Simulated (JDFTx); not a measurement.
# Tc (Fm-3m) in JDFTx: reference runs

Reference runs on Tc: the cell as given and a disturbed copy.

All numbers are computed with JDFTx 1.7.0 (patched build); they aren't measurements. Logs are shortened: lines on timing, memory, paths and dates and some standing lists are left out, and cuts for length are marked. The log counts tension as positive stress, the text compression.

## Step 1: The crystal as given

The structure is cubic, space group Fm-3m (No. 225). Conventional cell: a = 3.900 Å, b = 3.900 Å, c = 3.900 Å, α = 90.00°, β = 90.00°, γ = 90.00°. Tc (site symmetry m-3m) has 12 Tc at 2.76 Å as nearest neighbours.

This isn't the form of Tc at room conditions, which is hcp.

## Step 2: Single point, PBE

Input file Tc.in:

```
lattice \
    0.0000000000     3.6849659430     3.6849659430 \
    3.6849659430     0.0000000000     3.6849659430 \
    3.6849659430     3.6849659430     0.0000000000
coords-type Lattice
ion Tc     0.0000000000     0.0000000000     0.0000000000 1

ion-species pseudo/Tc.upf
elec-cutoff 42
elec-ex-corr gga-PBE
kpoint-folding 12 12 12
elec-smearing Fermi 0.0018374661
elec-n-bands 13
electronic-SCF nIterations 100 energyDiffThreshold 1e-08
electronic-minimize nIterations 30 energyDiffThreshold 1e-7
converge-empty-states yes
forces-output-coords Cartesian

dump-name run.$VAR
dump End Ecomponents EigStats BandEigs Kpoints Forces Stress
```

Potentials or basis: PseudoDojo-SR-PBE-0.5-standard.

On the command line:

```sh
jdftx -c 1 -i Tc.in -o Tc.out
```

Log:

```text
*************** JDFTx 1.7.0 (patched build) ***************

[... 9 lines left out ...]
---------- Initializing the Grid ----------
R =
[            0      3.68497      3.68497  ]
[      3.68497            0      3.68497  ]
[      3.68497      3.68497            0  ]
unit cell volume = 100.076
G =
[  -0.852543   0.852543   0.852543  ]
[   0.852543  -0.852543   0.852543  ]
[   0.852543   0.852543  -0.852543  ]
Minimum fftbox size, Smin = [  32  32  32  ]
Chosen fftbox size, S = [  32  32  32  ]

---------- Exchange Correlation functional ----------
Initalized PBE GGA exchange.
Initalized PBE GGA correlation.

---------- Setting up pseudopotentials ----------
Width of ionic core gaussian charges (only for fluid interactions / plotting) set to 0

Reading pseudopotential file 'pseudo/Tc.upf':
  'Tc' pseudopotential, 'PBE' functional
  Generated using ONCVPSP code by D. R. Hamann
  15 valence electrons, 4 orbitals, 6 projectors, 1001 radial grid points, with lMax = 2
    4S    l: 0   occupation:  2.0   eigenvalue: -2.696647
    4P    l: 1   occupation:  6.0   eigenvalue: -1.666320
    4D    l: 2   occupation:  5.0   eigenvalue: -0.244828
    5S    l: 0   occupation:  2.0   eigenvalue: -0.185336
  Core radius for overlap checks: 1.32 bohrs.

Initialized 1 species with 1 total atoms.

Folded 1 k-points by 12x12x12 to 1728 k-points.

---------- Setting up k-points, bands, fillings ----------
Reduced to 72 k-points under symmetry.
Computing the number of bands and number of electrons
Calculating initial fillings.
nElectrons:  15.000000   nBands: 13   nStates: 72

----- Setting up reduced wavefunction bases (one per k-point) -----
average nbasis = 1300.308 , ideal nbasis = 1301.063

---------- Setting up ewald sum ----------
Optimum gaussian width for ewald sums = 1.878606 bohr.
Real space sum over 2197 unit cells with max indices [  6  6  6  ]
Reciprocal space sum over 2197 terms with max indices [  6  6  6  ]

---------- Allocating electronic variables ----------
Initializing wave functions:  linear combination of atomic orbitals
Note: number of bands (13) exceeds available atomic orbitals (10)
Tc pseudo-atom occupations:   s ( 2 0 )  p ( 6 )  d ( 7 )
	FillingsUpdate:  mu: +0.746015174  nElectrons: 15.000000
LCAOMinimize: Iter:   0  F: -81.0127929038058170  |grad|_K:  4.807e-03  alpha:  1.000e+00
	FillingsUpdate:  mu: +0.820086610  nElectrons: 15.000000
LCAOMinimize: Iter:   1  F: -81.1114705146146662  |grad|_K:  3.910e-05  alpha:  6.260e-01  linmin:  3.191e-02  cgtest: -7.798e-02
	FillingsUpdate:  mu: +0.819982752  nElectrons: 15.000000
LCAOMinimize: Iter:   2  F: -81.1114794259757730  |grad|_K:  1.825e-06  alpha:  9.721e-01  linmin: -2.518e-02  cgtest:  3.114e-01
LCAOMinimize: Encountered beta<0, resetting CG.
	FillingsUpdate:  mu: +0.819957873  nElectrons: 15.000000
LCAOMinimize: Iter:   3  F: -81.1114794394797229  |grad|_K:  3.436e-07  alpha:  6.670e-01  linmin:  3.232e-05  cgtest:  3.522e-04
	FillingsUpdate:  mu: +0.819960241  nElectrons: 15.000000
LCAOMinimize: Iter:   4  F: -81.1114794401165256  |grad|_K:  1.017e-08  alpha:  8.890e-01  linmin:  2.913e-02  cgtest: -2.251e-01
LCAOMinimize: Converged (|Delta F|<1.000000e-06 for 2 iters).

-------- Electronic minimization -----------
Will mix electronic density at each iteration.
	FillingsUpdate:  mu: +0.819960241  nElectrons: 15.000000
	FillingsUpdate:  mu: +0.814365166  nElectrons: 15.000000
SCF: Cycle:  0   F: -81.133957209241842   dF: -2.248e-02   |Residual|: 4.743e-02   |deigs|: 3.414e-01
	FillingsUpdate:  mu: +0.806026393  nElectrons: 15.000000
SCF: Cycle:  1   F: -81.136143055661563   dF: -2.186e-03   |Residual|: 1.049e-02   |deigs|: 1.137e-02
	FillingsUpdate:  mu: +0.804317273  nElectrons: 15.000000
SCF: Cycle:  2   F: -81.136207452205198   dF: -6.440e-05   |Residual|: 3.859e-03   |deigs|: 2.171e-03
	FillingsUpdate:  mu: +0.804489554  nElectrons: 15.000000
SCF: Cycle:  3   F: -81.136207989592648   dF: -5.374e-07   |Residual|: 8.043e-04   |deigs|: 3.513e-04
	FillingsUpdate:  mu: +0.804379761  nElectrons: 15.000000
SCF: Cycle:  4   F: -81.136208523965010   dF: -5.344e-07   |Residual|: 2.896e-04   |deigs|: 1.559e-04
	FillingsUpdate:  mu: +0.804329433  nElectrons: 15.000000
SCF: Cycle:  5   F: -81.136208581348058   dF: -5.738e-08   |Residual|: 1.138e-04   |deigs|: 7.774e-05
	FillingsUpdate:  mu: +0.804338296  nElectrons: 15.000000
SCF: Cycle:  6   F: -81.136208592339244   dF: -1.099e-08   |Residual|: 5.409e-05   |deigs|: 2.362e-05
	FillingsUpdate:  mu: +0.804347236  nElectrons: 15.000000
SCF: Cycle:  7   F: -81.136208594850416   dF: -2.511e-09   |Residual|: 1.774e-05   |deigs|: 2.244e-05
	FillingsUpdate:  mu: +0.804347772  nElectrons: 15.000000
SCF: Cycle:  8   F: -81.136208595071167   dF: -2.208e-10   |Residual|: 1.131e-05   |deigs|: 1.523e-05
SCF: Converged (|Delta E|<1.000000e-08 for 2 iters).

Setting wave functions to eigenvectors of Hamiltonian
Converging empty states (this may take a while): |deigs|: 9.575e-05

# Stress tensor in Cartesian coordinates [Eh/a0^3]:
[  0.000202336            0            0  ]
[            0  0.000202336            0  ]
[            0            0  0.000202336  ]

# Ionic positions in lattice coordinates:
ion Tc   0.000000000000000   0.000000000000000   0.000000000000000 1

# Forces in Cartesian coordinates:
force Tc   0.000000000000000  -0.000000000000000   0.000000000000000 1

# Energy components:
   Eewald =      -69.9866689836873803
       EH =       11.4535630459964093
     Eloc =      -50.0573411054880069
      Enl =       10.2964289717717712
      Exc =      -13.5738804248020966
 Exc_core =        3.7079247800122914
       KE =       27.0241310925613121
-------------------------------------
     Etot =      -81.1358426236357104
       TS =        0.0003659714354607
-------------------------------------
        F =      -81.1362085950711673

IonicMinimize: Iter:   0  F: -81.136208595071167  |grad|_K:  0.000e+00
IonicMinimize: Converged (|grad|_K<1.000000e-04).

#--- Lowdin population analysis ---
# oxidation-state Tc +0.128

Dumping 'run.eigStats' ...
	eMin: -1.659618 at state 0 ( [ +0.000000 +0.000000 +0.000000 ] spin 0 )
	HOMO: +0.804161 at state 13 ( [ +0.000000 +0.083333 -0.416667 ] spin 0 )
	mu  : +0.804344
	LUMO: +0.805250 at state 59 ( [ +0.083333 +0.333333 -0.250000 ] spin 0 )
	eMax: +1.657825 at state 3 ( [ +0.000000 +0.000000 +0.250000 ] spin 0 )
	HOMO-LUMO gap: +0.001089
	Optical gap  : +0.010831 at state 54 ( [ +0.083333 +0.250000 -0.166667 ] spin 0 )
Done!
```

Run time: 25 s. Hardware: 1 thread of Arm Neoverse V2, shared host; peak memory 0.08 GiB.

What came out:

```yaml
Free_energy: -2207.8287 eV
Pressure: -6.0 GPa
Band_gap_on_the_k_mesh: none (metal or under the smearing width)
```

Levels at points of the mesh, in eV from the Fermi level:
| k point | band 4 | band 5 | band 6 | band 7 | band 8 | band 9 |
| --- | --- | --- | --- | --- | --- | --- |
| (0.00, 0.00, 0.00) | -38.43 | -7.39 | -1.76 | -1.76 | -1.76 | 0.74 |
| (0.00, 0.00, 0.50) | -38.58 | -5.40 | -1.92 | -1.92 | 1.14 | 2.68 |
| (0.00, 0.50, 0.50) | -38.84 | -5.73 | -5.16 | 2.62 | 3.22 | 3.22 |

## Step 3: Single point, PBE (cell strained at random at fixed volume)

Input file Tc.in:

```
lattice \
    0.0904687485     3.7929184376     3.7286564110 \
    3.7209576668     0.0653013760     3.6818630127 \
    3.7253645081     3.7505318806     0.1295634026
coords-type Lattice
ion Tc    -0.0067490000    -0.0068140000     0.0363110000 1

ion-species pseudo/Tc.upf
elec-cutoff 42
elec-ex-corr gga-PBE
kpoint-folding 12 12 12
elec-smearing Fermi 0.0018374661
elec-n-bands 13
electronic-SCF nIterations 100 energyDiffThreshold 1e-08
electronic-minimize nIterations 30 energyDiffThreshold 1e-7
converge-empty-states yes
forces-output-coords Cartesian

dump-name run.$VAR
dump End Ecomponents EigStats BandEigs Kpoints Forces Stress ElecDensity Dtot KEdensity
```

Potentials or basis: PseudoDojo-SR-PBE-0.5-standard.

On the command line:

```sh
jdftx -c 1 -i Tc.in -o Tc.out
```

Log:

```text
*************** JDFTx 1.7.0 (patched build) ***************

Input parsed successfully to the following command list (including defaults):
[... the input with its defaults ...]

---------- Setting up symmetries ----------

Non-trivial transmission matrix:
[   1   0   0  ]
[   0   1   0  ]
[  -1  -1   1  ]
with reduced lattice vectors:
[     -3.638188      0.064262      3.728656  ]
[      0.039095     -3.616562      3.681863  ]
[      3.595801      3.620968      0.129563  ]

Found 2 point-group symmetries of the bravais lattice
Found 2 space-group symmetries with basis
Applied RMS atom displacement 0 bohrs to make symmetries exact.

---------- Initializing the Grid ----------
R =
[    0.0904687      3.79292      3.72866  ]
[      3.72096    0.0653014      3.68186  ]
[      3.72536      3.75053     0.129563  ]
unit cell volume = 100.076
G =
[  -0.866451   0.847147   0.861493  ]
[   0.830896  -0.871373   0.850164  ]
[   0.860914   0.865836  -0.885719  ]
Minimum fftbox size, Smin = [  32  32  32  ]
Chosen fftbox size, S = [  32  32  32  ]

---------- Exchange Correlation functional ----------
Initalized PBE GGA exchange.
Initalized PBE GGA correlation.

---------- Setting up pseudopotentials ----------
Width of ionic core gaussian charges (only for fluid interactions / plotting) set to 0

Reading pseudopotential file 'pseudo/Tc.upf':
  'Tc' pseudopotential, 'PBE' functional
  Generated using ONCVPSP code by D. R. Hamann
  15 valence electrons, 4 orbitals, 6 projectors, 1001 radial grid points, with lMax = 2
    4S    l: 0   occupation:  2.0   eigenvalue: -2.696647
    4P    l: 1   occupation:  6.0   eigenvalue: -1.666320
    4D    l: 2   occupation:  5.0   eigenvalue: -0.244828
    5S    l: 0   occupation:  2.0   eigenvalue: -0.185336
  Core radius for overlap checks: 1.32 bohrs.

Initialized 1 species with 1 total atoms.

Folded 1 k-points by 12x12x12 to 1728 k-points.

---------- Setting up k-points, bands, fillings ----------
Reduced to 868 k-points under symmetry.
Computing the number of bands and number of electrons
Calculating initial fillings.
nElectrons:  15.000000   nBands: 13   nStates: 868

----- Setting up reduced wavefunction bases (one per k-point) -----
average nbasis = 1301.016 , ideal nbasis = 1301.063

---------- Setting up ewald sum ----------
Optimum gaussian width for ewald sums = 1.882789 bohr.
Real space sum over 2197 unit cells with max indices [  6  6  6  ]
Reciprocal space sum over 2197 terms with max indices [  6  6  6  ]

---------- Allocating electronic variables ----------
Initializing wave functions:  linear combination of atomic orbitals
Note: number of bands (13) exceeds available atomic orbitals (10)
Tc pseudo-atom occupations:   s ( 2 0 )  p ( 6 )  d ( 7 )
	FillingsUpdate:  mu: +0.748396018  nElectrons: 15.000000
LCAOMinimize: Iter:   0  F: -81.0120478743567674  |grad|_K:  1.379e-03  alpha:  1.000e+00
	FillingsUpdate:  mu: +0.821847778  nElectrons: 15.000000
LCAOMinimize: Iter:   1  F: -81.1085313226966775  |grad|_K:  1.456e-05  alpha:  6.272e-01  linmin:  4.458e-02  cgtest: -2.211e-01
	FillingsUpdate:  mu: +0.821785538  nElectrons: 15.000000
LCAOMinimize: Iter:   2  F: -81.1085432318260189  |grad|_K:  4.373e-06  alpha:  8.308e-01  linmin: -5.637e-04  cgtest:  2.021e-01
	FillingsUpdate:  mu: +0.821596266  nElectrons: 15.000000
LCAOMinimize: Iter:   3  F: -81.1085441617957201  |grad|_K:  5.398e-07  alpha:  6.628e-01  linmin: -3.769e-06  cgtest: -6.889e-03
	FillingsUpdate:  mu: +0.821612021  nElectrons: 15.000000
LCAOMinimize: Iter:   4  F: -81.1085441773965954  |grad|_K:  9.109e-08  alpha:  7.301e-01  linmin: -8.271e-05  cgtest:  1.069e-03
LCAOMinimize: Converged (|Delta F|<1.000000e-06 for 2 iters).

-------- Electronic minimization -----------
Will mix electronic density at each iteration.
	FillingsUpdate:  mu: +0.821612021  nElectrons: 15.000000
	FillingsUpdate:  mu: +0.815019186  nElectrons: 15.000000
SCF: Cycle:  0   F: -81.132788432324986   dF: -2.424e-02   |Residual|: 5.226e-02   |deigs|: 3.902e-01
	FillingsUpdate:  mu: +0.805452063  nElectrons: 15.000000
SCF: Cycle:  1   F: -81.135359358323640   dF: -2.571e-03   |Residual|: 1.223e-02   |deigs|: 1.238e-02
	FillingsUpdate:  mu: +0.803333208  nElectrons: 15.000000
SCF: Cycle:  2   F: -81.135445730941782   dF: -8.637e-05   |Residual|: 4.288e-03   |deigs|: 2.590e-03
	FillingsUpdate:  mu: +0.803496203  nElectrons: 15.000000
SCF: Cycle:  3   F: -81.135447664742259   dF: -1.934e-06   |Residual|: 7.225e-04   |deigs|: 3.369e-04
	FillingsUpdate:  mu: +0.803297386  nElectrons: 15.000000
SCF: Cycle:  4   F: -81.135448274738692   dF: -6.100e-07   |Residual|: 3.294e-04   |deigs|: 2.603e-04
	FillingsUpdate:  mu: +0.803356962  nElectrons: 15.000000
SCF: Cycle:  5   F: -81.135448407253804   dF: -1.325e-07   |Residual|: 4.089e-05   |deigs|: 8.404e-05
	FillingsUpdate:  mu: +0.803360901  nElectrons: 15.000000
SCF: Cycle:  6   F: -81.135448418582897   dF: -1.133e-08   |Residual|: 1.792e-05   |deigs|: 2.701e-05
	FillingsUpdate:  mu: +0.803360723  nElectrons: 15.000000
SCF: Cycle:  7   F: -81.135448421039300   dF: -2.456e-09   |Residual|: 6.840e-06   |deigs|: 2.344e-05
	FillingsUpdate:  mu: +0.803361797  nElectrons: 15.000000
SCF: Cycle:  8   F: -81.135448421649286   dF: -6.100e-10   |Residual|: 4.002e-06   |deigs|: 2.414e-05
SCF: Converged (|Delta E|<1.000000e-08 for 2 iters).

Setting wave functions to eigenvectors of Hamiltonian
Converging empty states (this may take a while): |deigs|: 3.517e-04

# Stress tensor in Cartesian coordinates [Eh/a0^3]:
[  0.000240559  2.38114e-05  0.000230513  ]
[  2.38114e-05  0.000158923  0.000168166  ]
[  0.000230513  0.000168166  0.000146744  ]

# Ionic positions in lattice coordinates:
ion Tc  -0.006749000000000  -0.006814000000000   0.036311000000000 1

# Forces in Cartesian coordinates:
force Tc   0.000000000000000   0.000000000000000   0.000000000000000 1

# Energy components:
   Eewald =      -69.9673772382629551
       EH =       11.4718758141102199
     Eloc =      -50.0976015432203354
      Enl =       10.2965556196619357
      Exc =      -13.5747655299666281
 Exc_core =        3.7079246449540051
       KE =       27.0282983280895195
-------------------------------------
     Etot =      -81.1350899046342420
       TS =        0.0003585170150457
-------------------------------------
        F =      -81.1354484216492864

IonicMinimize: Iter:   0  F: -81.135448421649286  |grad|_K:  0.000e+00
IonicMinimize: Converged (|grad|_K<1.000000e-04).

#--- Lowdin population analysis ---
# oxidation-state Tc +0.129

Dumping 'run.eigStats' ...
	eMin: -1.659686 at state 0 ( [ +0.000000 +0.000000 +0.000000 ] spin 0 )
	HOMO: +0.803306 at state 300 ( [ +0.166667 +0.500000 -0.166667 ] spin 0 )
	mu  : +0.803362
	LUMO: +0.803411 at state 379 ( [ +0.250000 +0.083333 +0.416667 ] spin 0 )
	eMax: +1.657100 at state 401 ( [ +0.250000 +0.250000 +0.250000 ] spin 0 )
	HOMO-LUMO gap: +0.000105
	Optical gap  : +0.010323 at state 259 ( [ +0.166667 +0.250000 +0.416667 ] spin 0 )
Done!
```

Run time: 5 min. Hardware: 1 thread of Arm Neoverse V2, shared host; peak memory 0.58 GiB.

What came out:

| Item | Value |
| --- | --- |
| Free energy | -2207.8080 eV |
| Pressure | -5.4 GPa |
| Band gap on the k mesh | none (metal or under the smearing width) |
